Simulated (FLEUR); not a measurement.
Here is a FLEUR MaX-R8.1 (later development tree) calculation.

Contents of inp.xml:

```xml
<?xml version="1.0" encoding="UTF-8" standalone="no"?>
<fleurInput fleurInputVersion="0.39">
   <comment>
      GaN                                                                                                 
   </comment>
   <calculationSetup>
      <cutoffs Kmax="5.05" Gmax="15.7" GmaxXC="15.7" numbands="0"/>
      <scfLoop itmax="60" minDistance="0.00001" maxIterBroyd="15" imix="Anderson" alpha="0.05" precondParam="0.0" spinf="2.0" sdNocoIR="T"/>
      <coreElectrons ctail="T" frcor="F" kcrel="0" coretail_lmax="0"/>
      <xcFunctional name="vwn" relativisticCorrections="F"/>
      <magnetism jspins="1"/>
      <soc l_soc="F" theta="0.0" phi="0.0" spav="F"/>
      <expertModes spex="0" secvar="F"/>
      <geometryOptimization l_f="F" forcealpha="1.0" forcemix="BFGS" epsdisp="0.00001" epsforce="0.00001"/>
      <ldaU l_linMix="F" mixParam="0.05" spinf="1.0"/>
   </calculationSetup>
   <cell>
      <bzIntegration valenceElectrons="26.0" mode="hist" fermiSmearingEnergy="0.00183747">
         <kPointListSelection listName="default-1"/>
         <!-- k-points included here -->
         <xi:include xmlns:xi="http://www.w3.org/2001/XInclude" href="kpts.xml"> </xi:include>
      </bzIntegration>
      <!-- symmetry operations included here -->
      <xi:include xmlns:xi="http://www.w3.org/2001/XInclude" href="sym.xml"> </xi:include>
      <bulkLattice scale="1.0">
         <bravaisMatrix>
            <row-1>    0.0000000000000000     4.2584989697947204     4.2584989697947204</row-1>
            <row-2>    4.2584989697947204     0.0000000000000000     4.2584989697947204</row-2>
            <row-3>    4.2584989697947204     4.2584989697947204     0.0000000000000000</row-3>
         </bravaisMatrix>
      </bulkLattice>
   </cell>
   <atomSpecies>
      <species name="Gallium (Ga)" element="Ga" atomicNumber="31">
         <mtSphere radius="1.94" gridPoints="641" logIncrement="0.019"/>
         <atomicCutoffs lmax="8" lnonsphr="8"/>
         <electronConfig flipSpins="F">
            <coreConfig>(1s1/2) (2s1/2) (2p1/2) (2p3/2)</coreConfig>
            <valenceConfig>(3s1/2) (3p1/2) (3p3/2) (4s1/2) (3d3/2) (3d5/2) (4p1/2) (4p3/2)</valenceConfig>
            <stateOccupation state="(4p1/2)" spinUp="0.166667" spinDown="0.166667"/>
            <stateOccupation state="(4p3/2)" spinUp="0.333333" spinDown="0.333333"/>
         </electronConfig>
         <energyParameters s="4" p="4" d="3" f="4"/>
         <lo type="SCLO" l="0" n="3" eDeriv="0"/>
         <lo type="SCLO" l="1" n="3" eDeriv="0"/>
         <lo type="SCLO" l="1" n="3" eDeriv="1"/>
         <lo type="HELO" l="2" n="4" eDeriv="0"/>
         <lo type="HELO" l="2" n="4" eDeriv="1"/>
         <lo type="SCLO" l="3" n="4" eDeriv="2"/>
      </species>
      <species name="Nitrogen (N)" element="N" atomicNumber="7">
         <mtSphere radius="1.48" gridPoints="489" logIncrement="0.021"/>
         <atomicCutoffs lmax="8" lnonsphr="8"/>
         <electronConfig flipSpins="F">
            <coreConfig>(1s1/2)</coreConfig>
            <valenceConfig>(2s1/2) (2p1/2) (2p3/2)</valenceConfig>
            <stateOccupation state="(2p1/2)" spinUp="0.500000" spinDown="0.500000"/>
            <stateOccupation state="(2p3/2)" spinUp="1.000000" spinDown="1.000000"/>
         </electronConfig>
         <energyParameters s="2" p="2" d="3" f="4"/>
         <lo type="SCLO" l="0" n="2" eDeriv="2"/>
         <lo type="SCLO" l="1" n="2" eDeriv="2"/>
         <lo type="SCLO" l="2" n="3" eDeriv="2"/>
      </species>
   </atomSpecies>
   <atomGroups>
      <atomGroup species="Gallium (Ga)">
         <relPos label="                   1">.0000000000 .0000000000 .0000000000</relPos>
         <force calculate="T" relaxXYZ="TTT"/>
      </atomGroup>
      <atomGroup species="Nitrogen (N)">
         <relPos label="                   2">1.000/4.000 1.000/4.000 1.000/4.000</relPos>
         <force calculate="T" relaxXYZ="TTT"/>
      </atomGroup>
   </atomGroups>
   <output dos="F" band="F" slice="F">
      <checks vchk="F" cdinf="F"/>
      <bandDOS minEnergy="-.5*Htr" maxEnergy="0.5*Htr" sigma="0.015" storeEVData="T"/>
      <vacuumDOS vacdos="F" integ="F" star="F" nstars="0" locx1="0.0" locy1="0.0" locx2="0.0" locy2="0.0" nstm="0" tworkf="0.0"/>
      <unfoldingBand unfoldBand="F" supercellX="1" supercellY="1" supercellZ="1"/>
      <plotting iplot="0" polar="F">
         <plot TwoD="T" vec1="  1.0  0.0  0.0" vec2="  0.0  1.0  0.0" vec3="  0.0  0.0  1.0" zero="  0.0  0.0  0.0" file="plot"/>
      </plotting>
      <chargeDensitySlicing numkpt="0" minEigenval="0.0" maxEigenval="0.0" nnne="0" pallst="F"/>
      <specialOutput eonly="F"/>
      <moessbauerParams electricFieldGradient="T" isomerShift="T" coreHyperfine="T" valenceHyperfine="T"/>
      <magneticCircularDichroism mcd="F" energyLo="-10.0" energyUp="0.0"/>
   </output>
  <!-- We include the file relax.xml here to enable relaxations (see documentation) -->
  <xi:include xmlns:xi="http://www.w3.org/2001/XInclude" href="relax.xml"> <xi:fallback/> </xi:include>
</fleurInput>
```

crystal.txt

```
GaN
&input cartesian=F /
0.0000000000  2.2535006075  2.2535006075
2.2535006075  0.0000000000  2.2535006075
2.2535006075  2.2535006075  0.0000000000
1.8897261246
1.0 1.0 1.0

2
31 0.0000000000  0.0000000000  0.0000000000
7 0.2500000000  0.2500000000  0.2500000000

&kpt div1=10 div2=10 div3=10 gamma=T /
```

Contents of inp.xml (bands):

```
<?xml version="1.0" encoding="UTF-8" standalone="no"?>
<fleurInput fleurInputVersion="0.39">
   <comment>
      GaN                                                                                                 
   </comment>
   <calculationSetup>
      <cutoffs Kmax="5.05" Gmax="15.7" GmaxXC="15.7" numbands="0"/>
      <scfLoop itmax="60" minDistance="0.00001" maxIterBroyd="15" imix="Anderson" alpha="0.05" precondParam="0.0" spinf="2.0" sdNocoIR="T"/>
      <coreElectrons ctail="T" frcor="F" kcrel="0" coretail_lmax="0"/>
      <xcFunctional name="vwn" relativisticCorrections="F"/>
      <magnetism jspins="1"/>
      <soc l_soc="F" theta="0.0" phi="0.0" spav="F"/>
      <expertModes spex="0" secvar="F"/>
      <geometryOptimization l_f="F" forcealpha="1.0" forcemix="BFGS" epsdisp="0.00001" epsforce="0.00001"/>
      <ldaU l_linMix="F" mixParam="0.05" spinf="1.0"/>
   </calculationSetup>
   <cell>
      <bzIntegration valenceElectrons="26.0" mode="hist" fermiSmearingEnergy="0.00183747">
         <kPointListSelection listName="path-1"/>
         <!-- k-points included here -->
         <xi:include xmlns:xi="http://www.w3.org/2001/XInclude" href="kpts.xml"> </xi:include>
      </bzIntegration>
      <!-- symmetry operations included here -->
      <xi:include xmlns:xi="http://www.w3.org/2001/XInclude" href="sym.xml"> </xi:include>
      <bulkLattice scale="1.0">
         <bravaisMatrix>
            <row-1>    0.0000000000000000     4.2584989697947204     4.2584989697947204</row-1>
            <row-2>    4.2584989697947204     0.0000000000000000     4.2584989697947204</row-2>
            <row-3>    4.2584989697947204     4.2584989697947204     0.0000000000000000</row-3>
         </bravaisMatrix>
      </bulkLattice>
   </cell>
   <atomSpecies>
      <species name="Gallium (Ga)" element="Ga" atomicNumber="31">
         <mtSphere radius="1.94" gridPoints="641" logIncrement="0.019"/>
         <atomicCutoffs lmax="8" lnonsphr="8"/>
         <electronConfig flipSpins="F">
            <coreConfig>(1s1/2) (2s1/2) (2p1/2) (2p3/2)</coreConfig>
            <valenceConfig>(3s1/2) (3p1/2) (3p3/2) (4s1/2) (3d3/2) (3d5/2) (4p1/2) (4p3/2)</valenceConfig>
            <stateOccupation state="(4p1/2)" spinUp="0.166667" spinDown="0.166667"/>
            <stateOccupation state="(4p3/2)" spinUp="0.333333" spinDown="0.333333"/>
         </electronConfig>
         <energyParameters s="4" p="4" d="3" f="4"/>
         <lo type="SCLO" l="0" n="3" eDeriv="0"/>
         <lo type="SCLO" l="1" n="3" eDeriv="0"/>
         <lo type="SCLO" l="1" n="3" eDeriv="1"/>
         <lo type="HELO" l="2" n="4" eDeriv="0"/>
         <lo type="HELO" l="2" n="4" eDeriv="1"/>
         <lo type="SCLO" l="3" n="4" eDeriv="2"/>
      </species>
      <species name="Nitrogen (N)" element="N" atomicNumber="7">
         <mtSphere radius="1.48" gridPoints="489" logIncrement="0.021"/>
         <atomicCutoffs lmax="8" lnonsphr="8"/>
         <electronConfig flipSpins="F">
            <coreConfig>(1s1/2)</coreConfig>
            <valenceConfig>(2s1/2) (2p1/2) (2p3/2)</valenceConfig>
            <stateOccupation state="(2p1/2)" spinUp="0.500000" spinDown="0.500000"/>
            <stateOccupation state="(2p3/2)" spinUp="1.000000" spinDown="1.000000"/>
         </electronConfig>
         <energyParameters s="2" p="2" d="3" f="4"/>
         <lo type="SCLO" l="0" n="2" eDeriv="2"/>
         <lo type="SCLO" l="1" n="2" eDeriv="2"/>
         <lo type="SCLO" l="2" n="3" eDeriv="2"/>
      </species>
   </atomSpecies>
   <atomGroups>
      <atomGroup species="Gallium (Ga)">
         <relPos label="                   1">.0000000000 .0000000000 .0000000000</relPos>
         <force calculate="T" relaxXYZ="TTT"/>
      </atomGroup>
      <atomGroup species="Nitrogen (N)">
         <relPos label="                   2">1.000/4.000 1.000/4.000 1.000/4.000</relPos>
         <force calculate="T" relaxXYZ="TTT"/>
      </atomGroup>
   </atomGroups>
   <output dos="F" band="T" slice="F">
      <checks vchk="F" cdinf="F"/>
      <bandDOS minEnergy="-.5*Htr" maxEnergy="0.5*Htr" sigma="0.015" storeEVData="T"/>
      <vacuumDOS vacdos="F" integ="F" star="F" nstars="0" locx1="0.0" locy1="0.0" locx2="0.0" locy2="0.0" nstm="0" tworkf="0.0"/>
      <unfoldingBand unfoldBand="F" supercellX="1" supercellY="1" supercellZ="1"/>
      <plotting iplot="0" polar="F">
         <plot TwoD="T" vec1="  1.0  0.0  0.0" vec2="  0.0  1.0  0.0" vec3="  0.0  0.0  1.0" zero="  0.0  0.0  0.0" file="plot"/>
      </plotting>
      <chargeDensitySlicing numkpt="0" minEigenval="0.0" maxEigenval="0.0" nnne="0" pallst="F"/>
      <specialOutput eonly="F"/>
      <moessbauerParams electricFieldGradient="T" isomerShift="T" coreHyperfine="T" valenceHyperfine="T"/>
      <magneticCircularDichroism mcd="F" energyLo="-10.0" energyUp="0.0"/>
   </output>
  <!-- We include the file relax.xml here to enable relaxations (see documentation) -->
  <xi:include xmlns:xi="http://www.w3.org/2001/XInclude" href="relax.xml"> <xi:fallback/> </xi:include>
</fleurInput>
```

Potentials or basis: all-electron, FLAPW.

Launch:

```sh
$ inpgen -f crystal.txt -profile fastHighL
$ # inp.xml edited to the form shown
$ fleur_MPI
$ fleur_MPI   # second run, on inp.xml (bands)
```

Problem. What does it give for the band gap along the path?

Solution. 1.74 eV, direct.

Problem. Estimate the band gap on the k mesh.

Solution. 1.74 eV, direct.

Levels at the corners of the path, in eV from the valence-band top:
```csv
point,band 11,band 12,band 13,band 14,band 15,band 16
Γ,0.00,0.00,0.00,1.74,10.12,10.12
X,-6.21,-2.73,-2.73,3.26,6.48,11.51
W,-5.78,-3.74,-3.68,6.12,8.23,10.15
K,-5.95,-4.30,-2.19,4.89,7.71,10.88
Γ,0.00,0.00,0.00,1.74,10.12,10.12
L,-7.12,-0.98,-0.98,4.53,8.60,10.20
U,-5.95,-4.30,-2.19,4.89,7.71,10.88
W,-5.78,-3.74,-3.68,6.12,8.23,10.15
L,-7.12,-0.98,-0.98,4.53,8.60,10.20
K,-5.95,-4.30,-2.19,4.89,7.71,10.88
U,-5.95,-4.30,-2.19,4.89,7.71,10.88
X,-6.21,-2.73,-2.73,3.26,6.48,11.51
```

**Measured values to compare with.**

A printed reference work, textbook reports, for a bulk crystal of GaN at 0 K: band gap 3.299 eV (direct).

A measured gap of GaN is 3.299 eV (direct; 0 K; a printed reference work, textbook); the calculated 1.74 eV misses it by -1.56 eV. Spin-orbit coupling on Ga is left out. The value is that of LDA, without temperature or zero-point motion. Semilocal functionals fall short of measured gaps as a rule. The cell is a database's relaxed one, not the measured one, which moves gaps too.
